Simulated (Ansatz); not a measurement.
HfO₂: Quadrupolar parameters

The cell is a COD entry whose atoms were relaxed with PBE, the cell held.

Space group P2_1/c (No. 14); a = 5.1180, b = 5.1857, c = 5.2841 Å, β = 99.35°.

```csv
site,Wyckoff,site symmetry,x,y,z
Hf,4e,1,0.2767,0.0419,0.2081
O5,4e,1,0.4466,0.7584,0.4803
O9,4e,1,0.0726,0.3392,0.3389
```

One atom of each set is listed.

Computed with Ansatz: DFT, PBE, plane waves and PAW (field gradients read without the response of the frozen cores, which leaves them typically 4 to 6 % off), with spin–orbit coupling, 420 eV cutoff, Γ-centred 5×5×5 k-points, Fermi–Dirac smearing 0.02 eV.

C_Q = eQV_zz/h, which is 24.18 MHz for Q = 1 b and V_zz = 10²¹ V/m²; η = (V_xx − V_yy)/V_zz. ν_Q = 3|C_Q|/[2I(2I − 1)].

Hf-177: I = 7/2, Q = 3365 mb; 17O: I = 5/2, Q = -25.58 mb. Q values from Pyykkö, Mol. Phys. 116, 1328 (2018).

```csv
site,atoms,first shell,C_Q (MHz),η,ν_Q (MHz)
Hf,4,7 O at 2.04–2.24 Å,992,0.16,70.9
O5,4,4 Hf at 2.14–2.24 Å,0.679,0.99,0.102
O9,4,3 Hf at 2.04–2.15 Å,0.871,0.87,0.131
```

At this cell the principal stresses reach 5 GPa in size with PBE, which can matter for small gradients. Where η is near 1 the sign of V_zz means little.
